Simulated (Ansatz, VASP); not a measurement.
## ZnAu in VASP and in Ansatz

```
Au Zn
1.0
     3.14700    0.00000    0.00000
     0.00000    3.14700    0.00000
     0.00000    0.00000    3.14700
Au Zn
1 1
Direct
  0.00000 0.00000 0.00000
  0.50000 0.50000 0.50000
```

Alike in both runs: task single point; functional PBEsol; k mesh 8 × 8 × 8; occupations fermi-dirac, width 0.05 eV; no spin polarisation.

```csv
,VASP,Ansatz
version,VASP 6.6.1,Ansatz 0.2.0
potentials or method,"VASP PAW PBE potentials, release 64 (Au, Zn), cutoff 520 eV","all-electron LAPW, scalar-relativistic"
```

Ansatz gave:

| Property | Result |
| --- | --- |
| gap on the k mesh at the Fermi level (eV) | none |
| pressure (GPa) | -2.2 |

Task: What did VASP give for the same quantities?

Result: gap on the k mesh at the Fermi level (eV): none; pressure (GPa): -2.0.

A gap of «none» marks a metal or a gap that the smearing closes. Ansatz ran all-electron here, so the differences hold the error of VASP's frozen core and of both bases.

Caveats: the PAW data sets were made with another functional, which shifts forces and pressure a little (VASP). Spin-orbit coupling is left out, which matters for the levels of Au.
